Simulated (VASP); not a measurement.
Sn in VASP 6.6.1, single-point calculation

INCAR

```
SIGMA = 0.02
LASPH = .TRUE.
EDIFF = 1E-7
ENCUT = 520
LREAL = .FALSE.
GGA = PS
PREC = Accurate
NELM = 81
ISYM = 1
ISIF = 2
NSW = 0
LWAVE = .FALSE.
ISMEAR = -1
LCHARG = .FALSE.
NBANDS = 15
IBRION = -1
```

KPOINTS

```
KPOINTS created by Atomic Simulation Environment
0
Gamma
6 6 6
0 0 0
```

POSCAR

```
Sn
 1.0000000000000000
     0.0000000000000000    3.2844597813481733    3.2844597813481733
     3.2844597813481733   -0.0000000000000000    3.2844597813481733
     3.2844597813481733    3.2844597813481733   -0.0000000000000000
 Sn
   2
Cartesian
 -0.0000000000000000 -0.0000000000000000 -0.0000000000000000
  1.6422298906740866  1.6422298906740866  1.6422298906740866
```

The recommended PBE PAW datasets give the neutral cell 28 valence electrons.

Command

```
mpirun -np 1 vasp_std
```

OSZICAR

```
N       E                     dE             d eps       ncg     rms          rms(c)
DAV:   1     0.198030456800E+03    0.19803E+03   -0.15349E+04   480   0.263E+03
DAV:   2     0.835884770941E+01   -0.18967E+03   -0.18884E+03   480   0.478E+02
DAV:   3    -0.808957662581E+01   -0.16448E+02   -0.16435E+02   606   0.157E+02
DAV:   4    -0.851356407561E+01   -0.42399E+00   -0.42397E+00   558   0.279E+01
DAV:   5    -0.852701137530E+01   -0.13447E-01   -0.13447E-01   741   0.444E+00    0.309E+00
DAV:   6    -0.846004888526E+01    0.66962E-01   -0.42634E-02   620   0.365E+00    0.177E+00
DAV:   7    -0.842789120516E+01    0.32158E-01   -0.63891E-02   501   0.349E+00    0.165E-01
DAV:   8    -0.842891938601E+01   -0.10282E-02   -0.73899E-03   543   0.139E+00    0.539E-02
DAV:   9    -0.842921654739E+01   -0.29716E-03   -0.43646E-04   664   0.170E-01    0.128E-02
DAV:  10    -0.842921811136E+01   -0.15640E-05   -0.14193E-05   620   0.463E-02    0.503E-03
DAV:  11    -0.842922017140E+01   -0.20600E-05   -0.35739E-06   398   0.126E-02    0.970E-04
DAV:  12    -0.842922023961E+01   -0.68212E-07   -0.97483E-08   429   0.506E-03
   1 F= -.84292202E+01 E0= -.84289615E+01  d E =-.517515E-03
```

From OUTCAR

```
k-points           NKPTS =     16   k-points in BZ     NKDIM =     16   number of bands    NBANDS=     15

   NELECT =      28.0000    total number of electrons

   dimension x,y,z NGX =    36 NGY =   36 NGZ =   36
   dimension x,y,z NGXF=    72 NGYF=   72 NGZF=   72

  energy-cutoff  :      520.00
  volume of cell :       70.86
      direct lattice vectors                 reciprocal lattice vectors
     0.000000000  3.284459781  3.284459781    -0.152232036  0.152232036  0.152232036
     3.284459781  0.000000000  3.284459781     0.152232036 -0.152232036  0.152232036
     3.284459781  3.284459781  0.000000000     0.152232036  0.152232036 -0.152232036

 k-points in reciprocal lattice and weights: KPOINTS created by Atomic Simulation Env
   0.00000000  0.00000000  0.00000000       0.005
   0.16666667  0.00000000  0.00000000       0.037
   0.33333333  0.00000000  0.00000000       0.037
   0.50000000  0.00000000  0.00000000       0.019
   0.16666667  0.16666667  0.00000000       0.028
   0.33333333  0.16666667  0.00000000       0.111
   0.50000000  0.16666667  0.00000000       0.111
  -0.33333333  0.16666667  0.00000000       0.111
   ...

 E-fermi :   4.9864

 k-point     1 :       0.0000    0.0000    0.0000
  band No.  band energies     occupation
      1     -16.4096      2.00000
      2     -16.4096      2.00000
      3     -16.4096      2.00000
      4     -16.3544      2.00000
      5     -16.3544      2.00000
      6     -16.0714      2.00000
      7     -16.0714      2.00000
      8     -16.0714      2.00000
      9     -16.0660      2.00000
     10     -16.0660      2.00000
     11      -5.2734      2.00000
     12       4.1763      2.00000
     13       5.2052      0.00004
     14       5.2052      0.00004
     15       5.2052      0.00004

 k-point     2 :       0.1667    0.0000    0.0000
  band No.  band energies     occupation
      1     -16.4243      2.00000
      2     -16.4243      2.00000
      3     -16.4037      2.00000
      4     -16.3331      2.00000
      5     -16.3331      2.00000
      6     -16.1004      2.00000
      7     -16.1004      2.00000
      8     -16.0788      2.00000
      9     -16.0410      2.00000
     10     -16.0410      2.00000
     11      -5.0163      2.00000
     12       2.2526      2.00000
     13       4.7836      1.99992
     14       4.7836      1.99992
     15       5.5482      0.00000

 k-point     3 :       0.3333    0.0000    0.0000
  band No.  band energies     occupation
      1     -16.4388      2.00000
      2     -16.4388      2.00000
      3     -16.3911      2.00000
      4     -16.3073      2.00000
      5     -16.3073      2.00000
      6     -16.1222      2.00000
      7     -16.1222      2.00000
      8     -16.0943      2.00000
      9     -16.0254      2.00000
     10     -16.0254      2.00000
     11      -4.3125      2.00000
     12       0.0515      2.00000
     13       4.2522      2.00000
     14       4.2522      2.00000
     15       5.1581      0.00037

 ...

  Total       -0.2442767     -0.2442767     -0.2442767      0.0000000      0.0000000      0.0000000
  in kB       -5.5229462     -5.5229462     -5.5229462      0.0000000      0.0000000      0.0000000
  external PRESSURE =      -5.5229462 kB  Pullay stress =       0.0000000 kB

 POSITION                                       TOTAL-FORCE (eV/Angst)
 -----------------------------------------------------------------------------------
      0.00000      0.00000      0.00000         0.000000      0.000000      0.000000
      1.64223      1.64223      1.64223        -0.000000     -0.000000     -0.000000
 -----------------------------------------------------------------------------------
    total drift:                                0.000000      0.000000      0.000000

  FREE ENERGIE OF THE ION-ELECTRON SYSTEM (eV)
  ---------------------------------------------------
  free  energy   TOTEN  =        -8.4292202396 eV

  energy  without entropy=       -8.4287027250  energy(sigma->0) =       -8.42896148
```

It converged. Results: gap between bands v and c on the k mesh -0.22 eV (bands overlap: a metal); least direct gap on the k mesh 0.00 eV; pressure -0.6 GPa. Band v is the last that the valence electrons fill when counted band by band, and c is the next.

For comparison, a separate PBEsol run of the intended cell, on usual settings and not on those above, gives a gap of -0.22 eV on its mesh and a pressure of -0.6 GPa.

The run above took about 20 s on one core of a shared host (Intel Xeon Platinum 8488C) and held 0.2 GiB at most.
